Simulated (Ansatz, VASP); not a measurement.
One calculation of Fe, two programs

The input INCAR:

```
SYSTEM = Fe
PREC = Accurate ; ENCUT = 520
EDIFF = 1E-7 ; ISMEAR = 0
SIGMA = 0.15 ; LREAL = .FALSE.
LASPH = .TRUE. ; NELM = 150
ALGO = Normal ; ISIF = 2
LWAVE = .FALSE. ; LCHARG = .TRUE.
ISPIN = 2 ; MAGMOM = 2.44
LORBIT = 11 ; LMAXMIX = 4
GGA = PE ; LELF = .TRUE.
LVHAR = .TRUE. ; NBANDS = 14
```

KPOINTS

```
regular mesh
0
G
  12 12 12
  0 0 0
```

The input POSCAR:

```
Fe
1.0
   -1.4157750842      1.4157750842      1.4157750842
    1.4157750842     -1.4157750842      1.4157750842
    1.4157750842      1.4157750842     -1.4157750842
Fe
1
Direct
    0.0000000000      0.0000000000      0.0000000000
```

Input for Ansatz:

```yaml
crystal:
  lattice:
    - [-1.4157750842, 1.4157750842, 1.4157750842]
    - [1.4157750842, -1.4157750842, 1.4157750842]
    - [1.4157750842, 1.4157750842, -1.4157750842]
  atoms:
    - { symbol: Fe, position: [0.0, 0.0, 0.0], spin: 2.44 }
basis:
  ecutwfc: 520.0
kpoints:
  mp_grid: { grid: [12, 12, 12] }
hamiltonian:
  xc: pbe
scf:
  occupations: { method: gaussian, width: 0.15 }
output:
  forces: true
  stress: true
  eigenvalues: true
  populations: true
magnetization:
  spin_polarized: true
```

Alike in both runs: task single point; functional PBE; k mesh 12 × 12 × 12; occupations gaussian, width 0.15 eV; collinear spin.

```csv
,VASP,Ansatz
version,VASP 6.6.1,Ansatz 0.2.0
potentials or method,"VASP PAW PBE potentials, release 64 (Fe)","scalar-relativistic, plane waves, PAW"
plane-wave cutoff (eV),520,520
valence electrons in the cell,8,16
```

Ansatz gave:

```
gap on the k mesh at the Fermi level (eV)                     : none
pressure (GPa)                                                : 0.0
net moment per atom (μB)                                      : 2.16
size of the moment on the site where the two differ most (μB) : 2.21
```

**Question.** Which values does VASP return?

**Answer.** gap on the k mesh at the Fermi level (eV): none; pressure (GPa): 0.2; net moment per atom (μB): 2.20; size of the moment on the site where the two differ most (μB): 2.20.

Site moments also hang on the region over which each program counts them. A gap of «none» marks a metal or a gap that the smearing closes. The two sets of potentials don't hold the same shells in valence.
